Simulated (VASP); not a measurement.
# C2H4 in VASP: notebook

One molecule, C2H4, is run at these levels: PBE+D3(BJ), HSE06+D3(BJ), r2SCAN+rVV10; tasks: single point, vibrations by finite differences.

All numbers are computed with VASP 6.6.1; they aren't measurements. Logs are shortened: lines on timing, memory, paths and dates and some standing lists are left out, and cuts for length are marked.

### Step 1. The molecule as given

The cell holds a molecule in a box, 6 atoms: a = 13.015 Å, b = 13.515 Å, c = 14.015 Å, α = 90.00°, β = 90.00°, γ = 90.00°.

### Step 2. Single point, PBE+D3(BJ)

INCAR reads:

```
SYSTEM = H2C
ALGO = Normal
EDIFF = 1E-6
ENCUT = 250
GGA = PE
ISIF = 2
ISMEAR = 0
ISYM = 0
IVDW = 12
LASPH = .TRUE.
LCHARG = .FALSE.
LREAL = .FALSE.
LWAVE = .FALSE.
NELM = 60
PREC = Accurate
SIGMA = 0.01
```

KPOINTS reads:

```
k-points
0
G
  1 1 1
  0 0 0
```

POSCAR reads:

```
H2C                                     
1.0
   13.0146151263      0.0000000000      0.0000000000
    0.0000000000     13.5146151263      0.0000000000
    0.0000000000      0.0000000000     14.0146151263
  C               H             
     2     4
Selective dynamics
Direct
     0.5432027012999967    0.4875295362000003    0.4812177697999971   F   F   F
     0.4557463640286073    0.5202657865661985    0.5192355659677074   T   T   T
     0.5651186702230939    0.4096132336611897    0.4843618238086328   T   T   T
     0.5968691103297031    0.5371520237344053    0.4452231535384664   T   T   T
     0.4342162623295124    0.5983133022806838    0.5158786262629017   T   T   T
     0.4023410632690648    0.4702679784634422    0.5551685940794859   T   T   T
```

Potentials or basis: VASP PAW PBE potentials, release 64 (C, H).

Started as:

```sh
cat potpaw_PBE.64/C/POTCAR potpaw_PBE.64/H/POTCAR > POTCAR
mpirun -np 4 vasp_gam > vasp.out
```

OUTCAR:

```text
SYSTEM = H2C
   EDIFF = 1E-6
   ENCUT = 250
   GGA = PE
   ISIF = 2
   ISMEAR = 0
   ISYM = 0
   IVDW = 12
   LASPH = .TRUE.
   LREAL = .FALSE.
   NELM = 60
   PREC = Accurate
 IVDW          = 12

 ion  position               nearest neighbor table
   1  0.543  0.488  0.481-   4 1.09   3 1.09   2 1.33
   2  0.456  0.520  0.519-   6 1.09   5 1.09   1 1.33
   3  0.565  0.410  0.484-   1 1.09
   4  0.597  0.537  0.445-   1 1.09
   5  0.434  0.598  0.516-   2 1.09
   6  0.402  0.470  0.555-   2 1.09

IMPORTANT INFORMATION: All symmetrisations will be switched off!
NOSYMM: (Re-)initialisation of all symmetry stuff for point group C_1.

----------------------------------------------------------------------------------------

                                     Primitive cell

  volume of cell :    2464.9958

  direct lattice vectors                    reciprocal lattice vectors
    13.014615126  0.000000000  0.000000000     0.076836694  0.000000000  0.000000000
     0.000000000 13.514615126  0.000000000     0.000000000  0.073993968  0.000000000
     0.000000000  0.000000000 14.014615126     0.000000000  0.000000000  0.071354082

  length of vectors
    13.014615126 13.514615126 14.014615126     0.076836694  0.073993968  0.071354082

  position of ions in fractional coordinates (direct lattice)
     0.543202701  0.487529536  0.481217770
     0.455746364  0.520265787  0.519235566
     0.565118670  0.409613234  0.484361824
     0.596869110  0.537152024  0.445223154
     0.434216262  0.598313302  0.515878626
     0.402341063  0.470267978  0.555168594

  ion indices of the primitive-cell ions
   primitive index   ion index
                 1           1
                 2           2
                 3           3
                 4           4
                 5           5
                 6           6

----------------------------------------------------------------------------------------

 KPOINTS: k-points

Automatic generation of k-mesh.
 Grid dimensions read from file:
 generate k-points for:    1    1    1

 Generating k-lattice:

  Cartesian coordinates                     Fractional coordinates (reciprocal lattice)
     0.076836694  0.000000000  0.000000000     1.000000000  0.000000000  0.000000000
     0.000000000  0.073993968  0.000000000     0.000000000  1.000000000  0.000000000
     0.000000000  0.000000000  0.071354082     0.000000000  0.000000000  1.000000000

  Length of vectors
     0.076836694  0.073993968  0.071354082

  Shift w.r.t. Gamma in fractional coordinates (k-lattice)
     0.000000000  0.000000000  0.000000000

 Subroutine IBZKPT returns following result:
 ===========================================

 Found      1 irreducible k-points:

 Following reciprocal coordinates:
            Coordinates               Weight
  0.000000  0.000000  0.000000      1.000000
   k-points           NKPTS =      1   k-points in BZ     NKDIM =      1   number of bands    NBANDS=     12
   number of dos      NEDOS =    301   number of ions     NIONS =      6
   total plane-waves  NPLWV = 352800
   dimension x,y,z NGX =    70 NGY =   70 NGZ =   72
   dimension x,y,z NGXF=   140 NGYF=  140 NGZF=  144
   ions per type =               2   4
   NGX,Y,Z   is equivalent  to a cutoff of   8.94,  8.61,  8.54 a.u.
   NGXF,Y,Z  is equivalent  to a cutoff of  17.88, 17.22, 17.08 a.u.
 SYSTEM =  H2C
   PREC   = accura    normal or accurate (medium, high low for compatibility)
   ISTART =      0    job   : 0-new  1-cont  2-samecut
   ICHARG =      2    charge: 1-file 2-atom 10-const
   ISPIN  =      1    spin polarized calculation?
   LNONCOLLINEAR =      F non collinear calculations
   LSORBIT =      F    spin-orbit coupling
   LASPH  =      T    aspherical Exc in radial PAW
   ENCUT  =  250.0 eV  18.37 Ry    4.29 a.u.  16.78 17.42 18.07*2*pi/ulx,y,z
   NELM   =     60;   NELMIN=  2; NELMDL= -5     # of ELM steps
   EDIFF  = 0.1E-05   stopping-criterion for ELM
   LREAL  =      F    real-space projection
   EDIFFG = 0.1E-04   stopping-criterion for IOM
   NSW    =      0    number of steps for IOM
   IBRION =     -1    ionic relax: 0-MD 1-quasi-New 2-CG
   NFREE  =      0    steps in history (QN), initial steepest desc. (CG)
   ISIF   =      2    stress and relaxation
   ISYM   =      0    0-nonsym 1-usesym 2-fastsym
   POTIM  = 0.5000    time-step for ionic-motion
   TEBEG  =    0.0;   TEEND  =   0.0 temperature during run
   PSTRESS=    0.0 pullay stress
   NELECT =      12.0000    total number of electrons
   NUPDOWN=      -1.0000    fix difference up-down
   EMIN   =  10.00;   EMAX   =-10.00  energy-range for DOS
   EFERMI =   0.00;   METHOD = LEGACY
   ISMEAR =     0;   SIGMA  =   0.01  broadening in eV -4-tet -1-fermi 0-gaus
   EFERMI_NEDOS =   21; number of points for ismear=-14 and -15
   IALGO  =     38    algorithm
   IMIX   =      4    mixing-type and parameters
     AMIX     =   0.40;   BMIX     =  1.00
     AMIX_MAG =   1.60;   BMIX_MAG =  1.00
  volume/ion in A,a.u.               =     410.83      2772.44
  Fermi-wavevector in a.u.,A,eV,Ry     =   0.277458  0.524319  1.047413  0.076983
  Thomas-Fermi vector in A             =   1.123187
   LORBIT       =      0    0 simple, 1 ext, 2 COOP (PROOUT), +10 PAW based schemes
   GGA     = PE    functional components
   LHFCALC =     F    Hartree Fock is set to
   AEXX    =    0.0000 exact exchange contribution
   IVDW    =    12    specifies the selected vdW correction
   LEPSILON=     F    determine dielectric tensor
   LRPA    =     F    only Hartree local field effects (RPA)
 non-spin polarized calculation
 Gauss-broadening in eV      SIGMA  =   0.01
  energy-cutoff  :      250.00
  volume of cell :     2465.00
 maximum number of plane-waves:     11060
 NGX is ok and might be reduce to    70
   NGX = 33   NGY = 35   NGZ = 37

 number of electron      12.0000009 magnetization

 Free energy of the ion-electron system (eV)
  ---------------------------------------------------
  ext. energy  EPLUGINS =         0.00000000
  ---------------------------------------------------
  free energy    TOTEN  =       -31.62483566 eV

  energy without entropy =      -31.62483566  energy(sigma->0) =      -31.62483566

 E-fermi :  -6.6036     XC(G=0):  -0.4616

 val. band max:       -6.7066708220   @ k =   0.0000   0.0000   0.0000
 cond. band min:      -0.9651014022   @ k =   0.0000   0.0000   0.0000
 fundamental gap:      5.7415694197
 Fermi energy:        -6.6035625105

 k-point     1 :       0.0000    0.0000    0.0000
  band No.  band energies     occupation
      1     -18.9489      2.00000
      2     -14.2565      2.00000
      3     -11.3672      2.00000
      4     -10.0634      2.00000
      5      -8.3628      2.00000
      6      -6.7067      2.00000
      7      -0.9651      0.00000
      8      -0.3796      0.00000
      9       0.2912      0.00000
     10       0.3388      0.00000
     11       0.3774      0.00000
     12       0.5707      0.00000

------------------------ aborting loop because EDIFF is reached ----------------------------------------

 Edisp (eV)   -0.06406

 E8    (eV) :    -0.0176

  FORCE on cell =-STRESS in cart. coord.  units (eV):
  Direction    XX          YY          ZZ          XY          YZ          ZX
  --------------------------------------------------------------------------------------
  -------------------------------------------------------------------------------------
  Total      -5.61108    -5.77781    -5.45597    -0.00596     0.09384     0.14351
  in kB      -3.64704    -3.75542    -3.54623    -0.00387     0.06099     0.09328
  external pressure =       -3.65 kB  Pullay stress =        0.00 kB

 VOLUME and BASIS-vectors are now :
 -----------------------------------------------------------------------------
  energy-cutoff  :      250.00
  volume of cell :     2465.00
      direct lattice vectors                 reciprocal lattice vectors
    13.014615126  0.000000000  0.000000000     0.076836694  0.000000000  0.000000000
     0.000000000 13.514615126  0.000000000     0.000000000  0.073993968  0.000000000
     0.000000000  0.000000000 14.014615126     0.000000000  0.000000000  0.071354082

 POSITION                                       TOTAL-FORCE (eV/Angst)
 -----------------------------------------------------------------------------------
      7.06957      6.58877      6.74408         0.287191     -0.116152     -0.132000
      5.93136      7.03119      7.27689        -0.249835      0.100968      0.114944
      7.35480      5.53577      6.78814         0.048659     -0.209644      0.012981
      7.76802      7.25940      6.23963         0.137703      0.142981     -0.100983
      5.65116      8.08597      7.22984        -0.076686      0.179750      0.007610
      5.23631      6.35549      7.78047        -0.147032     -0.097902      0.097448
 -----------------------------------------------------------------------------------
    total drift:                                0.000182     -0.000032     -0.000201

  FREE ENERGIE OF THE ION-ELECTRON SYSTEM (eV)
  ---------------------------------------------------
  free  energy   TOTEN  =       -31.6888967735 eV

  energy  without entropy=      -31.6888967735  energy(sigma->0) =      -31.68889677
```

Run time: 14 s. Hardware: 4 MPI ranks of Intel Xeon 6975P-C (Granite Rapids), shared host; peak memory 0.29 GiB.

The run converged, but a check on its numbers failed (symmetry, net force, bounds or a known fault of this set-up), so they aren't taken as properties of the molecule.

Caveat: the cutoff lies under the usual one of these potentials, so the numbers hold a large basis-set error.

### Step 3. Single point, HSE06+D3(BJ)

POSCAR is that of step 2.

INCAR.step1 reads:

```
SYSTEM = H2C
ALGO = Normal
EDIFF = 1E-5
ENCUT = 400
GGA = PE
ISIF = 2
ISMEAR = 0
ISYM = 0
LASPH = .TRUE.
LCHARG = .FALSE.
LREAL = .FALSE.
LWAVE = .TRUE.
NELM = 60
PREC = Accurate
SIGMA = 0.01
TIME = 0.4
```

INCAR.step2 reads:

```
SYSTEM = H2C
ALGO = Damped
EDIFF = 1E-6
ENCUT = 400
GGA = PE
HFSCREEN = 0.2
ISIF = 2
ISMEAR = 0
ISTART = 1
ISYM = 0
IVDW = 12
LASPH = .TRUE.
LCHARG = .FALSE.
LHFCALC = .TRUE.
LREAL = .FALSE.
LWAVE = .FALSE.
NELM = 60
PREC = Accurate
PRECFOCK = Fast
SIGMA = 0.01
TIME = 0.4
VDW_A1 = 0.383
VDW_A2 = 5.685
VDW_S6 = 1.0
VDW_S8 = 2.31
```

KPOINTS is that of step 2.

Potentials or basis: VASP PAW PBE potentials, release 64 (C, H).

Started as:

```sh
cat potpaw_PBE.64/C/POTCAR potpaw_PBE.64/H/POTCAR > POTCAR
cp INCAR.step1 INCAR
mpirun -np 4 vasp_gam > vasp.out
cp INCAR.step2 INCAR
mpirun -np 4 vasp_gam > vasp.out
```

Run time: 55 s. Hardware: 4 MPI ranks of Intel Xeon 6975P-C (Granite Rapids), shared host; peak memory 0.62 GiB.

Results (log left out):

| Property | Result |
| --- | --- |
| Free energy | -36.9170 eV |
| Largest force | 0.317 eV/Å |
| Gap between the frontier levels | 7.06 eV |
| Dispersion energy per atom | -0.006 eV |

Forces in eV/Å, atoms in the order of the input:
```
C   -0.227  0.068  0.101
C    0.271 -0.111 -0.122
H   -0.097  0.230 -0.028
H   -0.157 -0.109  0.092
H    0.067 -0.247  0.050
H    0.143  0.170 -0.093
```

Levels at points of the mesh, in eV from the valence-band top:
| k point | band 4 | band 5 | band 6 | band 7 | band 8 | band 9 |
| --- | --- | --- | --- | --- | --- | --- |
| (0.00, 0.00, 0.00) | -3.92 | -2.07 | 0.00 | 7.06 | 7.18 | 7.87 |

Caveat: the cutoff is under 1.25 times the usual one of these potentials, so pressure, stress and relaxed cells hold a basis-set (Pulay) error; the PAW data sets were made with another functional, which shifts forces and pressure a little.

### Step 4. Vibrations by finite differences, PBE+D3(BJ)

INCAR reads:

```
SYSTEM = H2C
ALGO = Normal
EDIFF = 1E-7
ENCUT = 400
GGA = PE
IBRION = 5
ISIF = 2
ISMEAR = 0
ISYM = 0
IVDW = 12
LASPH = .TRUE.
LCHARG = .FALSE.
LREAL = .FALSE.
LWAVE = .FALSE.
NELM = 60
NFREE = 2
NSW = 1
POTIM = 0.015
PREC = Accurate
SIGMA = 0.01
```

KPOINTS is that of step 3.

POSCAR reads:

```
H2C                                     
1.0
   13.0146151263      0.0000000000      0.0000000000
    0.0000000000     13.5146151263      0.0000000000
    0.0000000000      0.0000000000     14.0146151263
  C               H             
     2     4
Selective dynamics
Direct
0.5432027012999967  0.4875295362000003  0.4812177697999971  T T T
0.4557463640286073  0.5202657865661985  0.5192355659677074  T T T
0.5651186702230939  0.4096132336611897  0.4843618238086328  T T T
0.5968691103297031  0.5371520237344053  0.4452231535384664  T T T
0.4342162623295124  0.5983133022806838  0.5158786262629017  T T T
0.4023410632690648  0.4702679784634422  0.5551685940794859  T T T
```

Started as:

```sh
cat potpaw_PBE.64/C/POTCAR potpaw_PBE.64/H/POTCAR > POTCAR
mpirun -np 4 vasp_gam > vasp.out
```

It took 9.9 min on 4 MPI ranks of Intel Xeon 6975P-C (Granite Rapids), shared host; peak memory 0.49 GiB.

The run converged. Its results:

- Highest phonon frequency at Γ, LO-TO splitting left out: 3164 cm⁻¹
- Most unstable mode: 40i cm⁻¹
- Dispersion energy per atom: -0.011 eV

Phonon frequencies in cm⁻¹ (negative: imaginary):
| q point | frequencies |
| --- | --- |
| (0.000, 0.000, 0.000) | -40 -33 -1 0 4 36 808 935 939 1037 1202 1344 1425 1641 3064 3078 3135 3164 |

Caveat: the cutoff is under 1.25 times the usual one of these potentials, so pressure, stress and relaxed cells hold a basis-set (Pulay) error; some modes are imaginary.

### Step 5. Single point, r2SCAN+rVV10

INCAR reads:

```
SYSTEM = H2C
ALGO = Normal
BPARAM = 11.95
CPARAM = 0.0093
EDIFF = 1E-6
ENCUT = 400
ISIF = 2
ISMEAR = 0
ISYM = 0
IVDW_NL = 2
LASPH = .TRUE.
LCHARG = .FALSE.
LMIXTAU = .TRUE.
LREAL = .FALSE.
LUSE_VDW = .TRUE.
LWAVE = .FALSE.
METAGGA = R2SCAN
NELM = 60
PREC = Accurate
SIGMA = 0.01
```

KPOINTS is that of step 4.

POSCAR reads:

```
H2C                                     
1.0
   13.0146151263      0.0000000000      0.0000000000
    0.0000000000     13.5146151263      0.0000000000
    0.0000000000      0.0000000000     14.0146151263
  C               H             
     2     4
Selective dynamics
Direct
     0.5432027012999967    0.4875295362000003    0.4812177697999971   F   F   F
     0.4557463640286073    0.5202657865661985    0.5192355659677074   T   T   T
     0.5651186702230939    0.4096132336611897    0.4843618238086328   T   T   T
     0.5968691103297031    0.5371520237344053    0.4452231535384664   T   T   T
     0.4342162623295124    0.5983133022806838    0.5158786262629017   T   T   T
     0.4023410632690648    0.4702679784634422    0.5551685940794859   T   T   T
```

Potentials or basis: VASP PAW PBE potentials, release 64 (C, H).

Started as:

```sh
cat potpaw_PBE.64/C/POTCAR potpaw_PBE.64/H/POTCAR > POTCAR
mpirun -np 4 vasp_gam > vasp.out
```

OUTCAR:

```text
SYSTEM = H2C
   BPARAM = 11.95
   EDIFF = 1E-6
   ENCUT = 400
   ISIF = 2
   ISMEAR = 0
   ISYM = 0
   IVDW_NL = 2
   LASPH = .TRUE.
   LREAL = .FALSE.
   METAGGA = R2SCAN
   NELM = 60
   PREC = Accurate

 ion  position               nearest neighbor table
   1  0.543  0.488  0.481-   4 1.09   3 1.09   2 1.33
   2  0.456  0.520  0.519-   6 1.09   5 1.09   1 1.33
   3  0.565  0.410  0.484-   1 1.09
[... 163 lines left out ...]
  --------------------------------------------------------------------------------------
  -------------------------------------------------------------------------------------
  Total       -1.0728841     -1.1406249     -0.6888260      0.0748692      0.0753687      0.2870967
  in kB       -0.6973442     -0.7413738     -0.4477173      0.0486629      0.0489875      0.1866047
  external PRESSURE =      -0.6288118 kB  Pullay stress =       0.0000000 kB

 VOLUME and BASIS-vectors are now :
 -----------------------------------------------------------------------------
  energy-cutoff  :      400.00
  volume of cell :     2465.00
      direct lattice vectors                 reciprocal lattice vectors
    13.014615126  0.000000000  0.000000000     0.076836694  0.000000000  0.000000000
     0.000000000 13.514615126  0.000000000     0.000000000  0.073993968  0.000000000
     0.000000000  0.000000000 14.014615126     0.000000000  0.000000000  0.071354082

 POSITION                                       TOTAL-FORCE (eV/Angst)
 -----------------------------------------------------------------------------------
      7.06957      6.58877      6.74408        -0.109135      0.041956      0.051225
      5.93136      7.03119      7.27689         0.152174     -0.058766     -0.070988
      7.35480      5.53577      6.78814        -0.078816      0.195198      0.006111
      7.76802      7.25940      6.23963        -0.151983     -0.105345      0.101331
      5.65116      8.08597      7.22984         0.047989     -0.229067      0.016428
      5.23631      6.35549      7.78047         0.139771      0.156024     -0.104108
 -----------------------------------------------------------------------------------
    total drift:                               -0.001199      0.001956      0.000626

  FREE ENERGIE OF THE ION-ELECTRON SYSTEM (eV)
  ---------------------------------------------------
  free  energy   TOTEN  =       -33.0459209971 eV

  energy  without entropy=      -33.0459209971  energy(sigma->0) =      -33.04592100
```

OSZICAR:

```text
N       E                     dE             d eps       ncg     rms          rms(c)
DAV:   1     0.987708215856E+02    0.98771E+02   -0.23283E+03    32   0.396E+02
DAV:   2    -0.128633213879E+02   -0.11163E+03   -0.11127E+03    44   0.886E+01
DAV:   3    -0.377431249043E+02   -0.24880E+02   -0.24858E+02    40   0.683E+01
[... 36 lines left out ...]
DAV:  40    -0.330459145707E+02    0.27082E-05   -0.10794E-05    24   0.384E-02    0.306E-04
DAV:  41    -0.330459169367E+02   -0.23660E-05   -0.12772E-06    32   0.141E-02    0.152E-04
DAV:  42    -0.330459185803E+02   -0.16436E-05   -0.92282E-07    24   0.114E-02    0.138E-04
DAV:  43    -0.330459211801E+02   -0.25998E-05   -0.10649E-06    24   0.128E-02    0.750E-05
DAV:  44    -0.330459209971E+02    0.18303E-06   -0.92736E-08    24   0.411E-03
   1 F= -.33045921E+02 E0= -.33045921E+02  d E =-.275484E-46
```

stdout:

```text
POSCAR found type information on POSCAR C H
 POSCAR found :  2 types and       6 ions
 scaLAPACK will be used
 -----------------------------------------------------------------------------
|                                                                             |
|                                                                             |
[... 26 lines left out ...]
Total rVV10 correction in eV:      0.4878784    12.0925899
Total rVV10 correction in eV:      0.4917307    12.1005812
Total rVV10 correction in eV:      0.4949752    12.0992262
Total rVV10 correction in eV:      0.4974085    12.0989987
Total rVV10 correction in eV:      0.4978334    12.0983785
Total rVV10 correction in eV:      0.4982132    12.0979072
[... 34 lines left out ...]
Total rVV10 correction in eV:      0.4993983    12.0925840
Total rVV10 correction in eV:      0.4993984    12.0925841
```

Run time: 11 min. Hardware: 4 MPI ranks of Intel Xeon 6975P-C (Granite Rapids), shared host; peak memory 1.2 GiB.

Results:

```yaml
Free_energy: -33.0459 eV
Largest_force: 0.235 eV/Å
Gap_between_the_frontier_levels: 6.17 eV
```

Forces in eV/Å, atoms in the order of the input:
```
C   -0.109  0.042  0.051
C    0.152 -0.059 -0.071
H   -0.079  0.195  0.006
H   -0.152 -0.105  0.101
H    0.048 -0.229  0.016
H    0.140  0.156 -0.104
```

Caveat: the cutoff is under 1.25 times the usual one of these potentials, so pressure, stress and relaxed cells hold a basis-set (Pulay) error; the PAW data sets were made with another functional, which shifts forces and pressure a little. r2SCAN opens gaps a little over a GGA but as a rule still falls short of measured ones.

### Step 6. Overview

```tsv
task	level	grid for exact exchange (PRECFOCK)	screening parameter	gap on the mesh (eV)	largest force (eV/Å)
single point	HSE06+D3(BJ)	Fast	0.2 1/A	7.06	0.32
vibrations by finite differences	PBE+D3(BJ)	-	-	-	-
single point	r2SCAN+rVV10	-	-	6.17	0.23
```

Alike in all rows: potentials or basis VASP PAW PBE potentials, release 64 (C, H); no spin polarisation; cell as given; k mesh 1 × 1 × 1; cutoff (eV) 400; smearing gaussian 0.01 eV.

Caveats: the cutoff is under 1.25 times the usual one of these potentials, so pressure, stress and relaxed cells hold a basis-set (Pulay) error; the PAW data sets were made with another functional, which shifts forces and pressure a little (some runs); some modes are imaginary (some runs).

Total energies depend on the potentials used, so only differences within one code and one set of settings carry meaning.
